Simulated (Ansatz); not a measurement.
## Ge under changes of volume

One of the cells (18.253 Å³/atom); the others are scaled copies at fixed shape and fractional positions:

```xyz
2
Lattice="1.4881 -2.5947 0.0000 1.4881 2.5947 0.0000 0.0000 0.0000 4.7276" Properties=species:S:1:pos:R:3 pbc="T T T"
Ge    1.4881    0.8643    1.1819
Ge    1.4881   -0.8643    3.5457
```

This isn't the form of Ge at room conditions, which is diamond.

- Program: Ansatz 0.2.0
- Functional: LDA
- Potentials or basis: Ansatz PAW
- Cutoff: 420 eV (not typed: the program's choice for these potentials)
- k mesh: 10 × 10 × 6
- Occupations: fermi-dirac, width 0.05 eV
- Spin: no spin polarisation

```tsv
volume (Å³/atom)	energy over the lowest point (meV/atom)	pressure (GPa)	largest force (eV/Å)
17.158	9.97	4.1	0.001
17.523	2.86	2.1	0.001
17.888	0.00	0.4	0.000
18.253	0.96	-1.2	0.000
18.618	5.36	-2.6	0.001
18.984	12.84	-3.9	0.001
19.349	?	?	?
```

Question: What does the run at 19.349 Å³/atom give?

Answer: Energy over the lowest point 23.11 meV/atom; pressure -5.1 GPa; largest force 0.002 eV/Å.

Worked out: A Birch-Murnaghan fit of order 3 (a polynomial in V^(-2/3)) to the other rows has its minimum at 17.97 Å³/atom with B0 = V·E''(V) = 80 GPa and B' = 4.4 at fixed shape and positions, which overstates the stiffness. It gives 23.07 meV/atom at 19.349 Å³/atom, against the run's 23.11, and -dE/dV = -5.1 GPa, against -5.1.

Energies are extrapolated to zero smearing.

Caveats: the PAW data sets come from PBE, with cores solved anew for the run's functional, which leaves a small shift of forces and pressure.
